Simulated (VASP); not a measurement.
Set up this calculation in VASP 6.6.1, as the native input.

* Task: single point
* Functional: PBE
* Potentials or basis: VASP PAW PBE potentials, release 64 (Zr_sv, C)
* Cutoff: 520 eV
* k mesh: 18 × 18 × 10
* Occupations: gaussian, width 0.15 eV
* Spin: no spin polarisation
* Dipole correction: no
* Further INCAR settings: ALGO = Fast; EDIFF = 1e-06; NBANDS = 24

The structure of ZrC lies in POSCAR:

```
ZrC
1.0
    3.2701981937      0.0000000000      0.0000000000
   -1.6350990969      2.8320747112      0.0000000000
    0.0000000000      0.0000000000      5.6288275763
Zr C
2 2
Direct
    0.3333333333      0.6666666667      0.2500000000
    0.6666666667      0.3333333333      0.7500000000
    0.0000000000      0.0000000000      0.0000000000
    0.0000000000      0.0000000000      0.5000000000
```

The cell comes from a database or a generator and needn't be the stable form of this composition.

These files were run (other wordings do the same):

INCAR

```
PREC = Accurate
ENCUT = 520
EDIFF = 1E-6
ISMEAR = 0
SIGMA = 0.15
LREAL = F
LASPH = T
NELM = 100
ALGO = Fast
ISIF = 2
LWAVE = F
LCHARG = F
GGA = PE
NBANDS = 24
```

KPOINTS

```
Automatic mesh
0
Gamma
  18 18 10
```

Potentials or basis: VASP PAW PBE potentials, release 64 (Zr_sv, C).

Run with:

```console
$ cat potpaw_PBE.64/Zr_sv/POTCAR potpaw_PBE.64/C/POTCAR > POTCAR
$ mpirun -np 1 vasp_std > vasp.out
```

Results of the run:

```yaml
Pressure: 0.5 GPa
Band_gap_on_the_k_mesh: none (metal or under the smearing width)
```

Wall time 2.2 min on 1 thread of Intel(R) Xeon(R) 6975P-C (Granite Rapids), on a shared host, peak memory 0.34 GiB.
